**Estimating the gap of hexagonal diamond by hand**

The simplest guess is that a new density functional moves all empty levels of a crystal by the same amount relative to the filled ones, which keep their spacing. Its indirect gap, from the highest filled level to the lowest empty one anywhere in the band structure, would then change exactly as much as its direct gap, taken at a single wave vector. The atoms stay fixed here, so the guess can be tested on nine functionals.

Plane-wave density-functional calculations with ABINIT 10.8.3 for hexagonal diamond (4 atoms per cell, a = 2.522 Å, c = 4.119 Å), without spin polarisation or spin–orbit coupling. Both gaps are taken from the levels at the points of a 12 × 12 × 7 k mesh, with Fermi–Dirac occupations and a smearing width of 0.05 eV.

| functional | potentials | wave cutoff | gap on mesh (eV) | direct gap on mesh (eV) |
| --- | --- | --- | --- | --- |
| PBE | Ansatz-NC-PBE | 1115.67 eV | 3.384 | 4.770 |
| revPBE | PseudoDojo-NC-SR-PBE-v0.4.1-standard | 1115.67 eV | 3.521 | 4.808 |
| AM05 | PseudoDojo-NC-SR-PBEsol-v0.4.1-standard | 1115.67 eV | 3.194 | 4.696 |
| BP86 | JTH-PAW-PBE-v2.0 | 544.228 eV | 3.439 | 4.801 |
| HCTH407 | JTH-PAW-PBE-v2.0 | 544.228 eV | 3.683 | 4.758 |
| LDA-Teter | PseudoDojo-NC-SR-LDA-v0.4.1-standard | 1115.67 eV | 3.216 | 4.728 |
| OLYP | JTH-PAW-PBE-v2.0 | 544.228 eV | 3.504 | 4.750 |
| SOGGA | PseudoDojo-NC-SR-PBEsol-v0.4.1-standard | 1115.67 eV | 3.078 | 4.679 |
| rPW86PBE | JTH-PAW-PBE-v2.0 | 544.228 eV | 3.722 | 4.877 |

The guess fails, for some pairs even in sign. HCTH407 and BP86 use the same potentials, yet HCTH407 has the larger indirect gap by 0.24 eV and the slightly smaller direct gap. Over the four rows with these PAW potentials, the indirect gap spreads by 0.28 eV and the direct gap by 0.13 eV. A useful rule therefore needs a separate step for each gap.

**The rule.** Sort the functional into one of two classes. Set $g=0$ for the local density approximation (LDA) and for gradient-corrected functionals (GGAs) designed for solids, here AM05 and SOGGA. Set $g=1$ for the other GGAs of the table, which weren't designed specially for solids. Then

$$E_\text{indirect}\approx 3.15+0.4\,g\ \text{eV},\qquad E_\text{direct}\approx 4.7+0.1\,g\ \text{eV}.$$

**Two rows worked.** LDA-Teter has $g=0$, so the rule gives 3.15 and 4.7 eV; the calculation gives 3.22 and 4.73 eV. PBE has $g=1$, so the rule gives $3.15+0.4=3.55$ eV and $4.7+0.1=4.8$ eV, against computed values of 3.38 and 4.77 eV. The indirect gap of PBE thus comes out 5% too high, one of the poorer hits. Both rows helped to set the constants, so they illustrate the rule and don't test it.

**Why the indirect gap reacts more.** Start from the limit of a uniform electron density. There any of these functionals gives a constant potential, which shifts all levels alike and leaves every gap unchanged. Only an uneven density lets functionals disagree about gaps, and in this crystal it is lowest in the open channels between the atoms. The gradient term of exchange rewards an uneven density; an electron added to a hollow evens it out and forfeits some of that reward. The term therefore raises the potential in the hollow and tends to lift levels that have much of their weight there.

Symmetry decides which levels can have such weight on the axis of a channel. In the two rows whose levels were inspected, revPBE and SOGGA, the indirect gap runs from the centre of the Brillouin zone, $\Gamma$, to K, the midpoint of an upright edge of the zone. The levels on either side of the direct gap at $\Gamma$ are degenerate pairs, built mainly from p orbitals lying across the channel, and their contributions cancel on its axis. The lowest empty level at K uses the same kind of orbital, but with phases that allow the contributions to add.

A particle in a round box with a small bump at its centre behaves in a similar way. The narrower the bump, the less the states that circulate around the centre feel it in comparison with the ground state. The likeness ends there: the ground state of the box must have weight at the centre, whereas the level at K is merely permitted to have it on the axis.

The computed levels agree with this picture. From SOGGA to revPBE, the level at K rises by 0.44 eV relative to the filled edge, and the empty pair at $\Gamma$ by only 0.13 eV. Permission alone isn't enough, however: a single empty level at $\Gamma$ may also reach the axis, yet it rises by just 0.11 eV. That the level at K really collects in the channel remains a plausible inference.

The gradient term of correlation works against that of exchange. SOGGA combines weak gradient dependence in exchange with a full correlation term, which may be why its indirect gap lies 0.14 eV below that of LDA. For a neighbouring GGA, stronger gradient dependence in exchange thus points to a wider indirect gap, and stronger dependence in correlation to a narrower one.

**How far to trust it.** The constants are rounded from the class averages over all nine rows. For the indirect gap the typical (rms) error is 0.11 eV, half that of a single average for all functionals, and the largest is 0.17 eV, for rPW86PBE. The direct gap is met within 0.08 eV. The output below also shows how the class model fares when each row in turn is left out.

The potentials change together with the class, so part of the 0.4 eV step may come from them. Seven of the nine rows also use potentials made for another functional, PBE or PBEsol, and in the four PAW rows the atomic spheres overlap slightly, which adds some uncertainty to small differences. The rule can expose a gross input error, but it can't rank two functionals of the same class. It holds for this one unrelaxed cell; letting each functional choose its own lattice would shift the gaps. Nor does a larger value mark a better functional, because LDA and GGA gaps generally fall short of the true gap for reasons that a change of class doesn't cure.

Numerical output:

```
Rule of thumb and its misses in eV:
        row  indirect_rule  indirect_miss  direct_rule  direct_miss
        PBE           3.55          0.166          4.8         0.03
     revPBE           3.55          0.029          4.8       -0.008
       AM05           3.15         -0.044          4.7        0.004
       BP86           3.55          0.111          4.8       -0.001
    HCTH407           3.55         -0.133          4.8        0.042
  LDA-Teter           3.15         -0.066          4.7       -0.028
       OLYP           3.55          0.046          4.8         0.05
      SOGGA           3.15          0.072          4.7        0.021
   rPW86PBE           3.55         -0.172          4.8       -0.077
fit of gap_on_mesh on 9 rows: constant 3.163 +/- 0.069, coefficient of g 0.3795 +/- 0.085; rms 0.106, worst rPW86PBE -0.18, leave-one-out rms 0.131
fit of gap_on_mesh on 9 rows: constant -10.81 +/- 3.7, coefficient of direct_gap_on_mesh 2.987 +/- 0.78; rms 0.118, worst HCTH407 -0.282, leave-one-out rms 0.14
rms miss of one constant for the indirect gap (eV): 0.2078
rms miss of the rounded rule for the indirect gap (eV): 0.1062
largest miss of the rounded rule for the indirect gap (eV): 0.172
largest miss of the rounded rule for the direct gap (eV): 0.077
step of the direct gap between the class means (eV): 0.093
spread of the indirect gap over the four PAW rows (eV): 0.283
spread of the direct gap over the four PAW rows (eV): 0.127
indirect gap AM05 less SOGGA (eV): 0.116
direct gap AM05 less SOGGA (eV): 0.017
indirect gap HCTH407 less BP86 (eV): 0.244
direct gap HCTH407 less BP86 (eV): -0.043
indirect gap LDA less SOGGA (eV): 0.138
rise of the lowest empty K level from SOGGA to revPBE (eV): 0.4438
rise of the empty Gamma doublet from SOGGA to revPBE (eV): 0.1292
rise of the single empty Gamma level from SOGGA to revPBE (eV): 0.1113
```
